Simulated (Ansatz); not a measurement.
# AlN: the cost of one run

Computed with Ansatz 0.2.0 (reference: DFT, HSE06, plane waves, PAW, unless a step's input says otherwise).

3 further runs of the same task are left out: 1 for a known fault of the program, 2 that didn't finish.

### 1 The starting structure

Symmetry: Fm-3m, No. 225, cubic system. The conventional cell has a = 4.038 Å, b = 4.038 Å, c = 4.038 Å, α = 90.00°, β = 90.00°, γ = 90.00°. Al (site symmetry m-3m) is surrounded by 6 N at 2.02 Å. N (site symmetry m-3m) is surrounded by 6 Al at 2.02 Å.

Structure file:

```
Al N
1.0
     0.00000    2.01887    2.01887
     2.01887    0.00000    2.01887
     2.01887    2.01887    0.00000
Al N
1 1
Direct
  0.00000 0.00000 0.00000
  0.50000 0.50000 0.50000
```

### 2 Baseline

File input.yaml:

```yaml
crystal:
  lattice:
    - [0.0, 2.0188684454, 2.0188684454]
    - [2.0188684454, 0.0, 2.0188684454]
    - [2.0188684454, 2.0188684454, 0.0]
  atoms:
    - { symbol: Al, position: [0.0, 0.0, 0.0] }
    - { symbol: "N", position: [0.5, 0.5, 0.5] }
kpoints:
  mp_grid: { grid: [6, 6, 6] }
hamiltonian:
  xc: hse06
scf:
  occupations: { method: fixed }
  n_extra_bands: 4
output:
  forces: true
  stress: true
  eigenvalues: true
  write_density: true
  write_potential: true
  elf: true
  volumetric_format: npy
```

Run with:

```bash
$ ansatz run input.yaml --threads 4 --pin off --max-ram 3686MiB --backend cpu --events-out ev --progress --plain --runs-dir out
```

**Question.** How long does this run take on 4 threads of an Arm CPU, shared host, and how much memory does it need?

About 2 s, with a peak of 0.42 GiB.
